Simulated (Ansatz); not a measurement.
Crystal: CoO.

```
CELL_PARAMETERS angstrom
2.85630 0.00000 0.00000
-1.42815 2.47363 0.00000
0.00000 0.00000 2.78761
ATOMIC_POSITIONS crystal
Co 0.00000 0.00000 0.00000
O 0.66667 0.33333 0.50000
```

Measurements of this composition are mostly on another form, of space group No. 225.

```yaml
Program: Ansatz 0.2.0
Task: relaxation of cell and atoms
Functional: PBE
Dispersion: D4
Potentials_or_basis: Ansatz PAW
Cutoff: "420 eV (not typed: the program's choice for these potentials)"
k_mesh: 11 × 11 × 10
Occupations: fermi-dirac, width 0.05 eV
Spin: collinear spin, ferromagnetic start
Starting_moments: "[2.0, 0.0] μB"
```

At the start: volume 9.85 Å³/atom.

**Question.** How do energy, volume and symmetry change on relaxing?

**Answer.** It ends after 8 steps and the volume is 9.26 Å³/atom (-6.0 %); space group P-6m2 (No. 187, to 0.05 Å); moment 3.00 μB per cell.

Step by step:
```tsv
step	energy change (eV)	largest force (eV/Å)	volume (Å³)
1	0.0000	0.0000	19.70
2	-0.0366	0.0000	19.05
3	-0.0397	0.0000	18.55
4	-0.0398	0.0000	18.54
5	-0.0358	0.0000	18.54
6	-0.0360	0.0000	18.51
7	-0.0360	0.0000	18.51
8	-0.0358	0.0000	18.51
```

Final structure:
```cif
data_structure
_symmetry_space_group_name_H-M 'P 1'
_symmetry_Int_Tables_number 1
_cell_length_a 2.8058
_cell_length_b 2.8058
_cell_length_c 2.7155
_cell_angle_alpha 90.000
_cell_angle_beta 90.000
_cell_angle_gamma 120.000
_cell_volume 18.51
loop_
_atom_site_label
_atom_site_type_symbol
_atom_site_fract_x
_atom_site_fract_y
_atom_site_fract_z
_atom_site_occupancy
Co1 Co 0.00000 0.00000 0.00000 1
O1 O 0.66667 0.33333 0.50000 1
```

Caveat: the plane-wave basis is chosen anew once the cell has moved, so the energies of steps on either side of that aren't comparable; the pressure holds a Pulay correction of +0.8 GPa for the finite cutoff; a cell with one magnetic atom can't hold antiferromagnetic order, which such compounds often take; pairwise dispersion overbinds metals, which lowers pressure and volume.
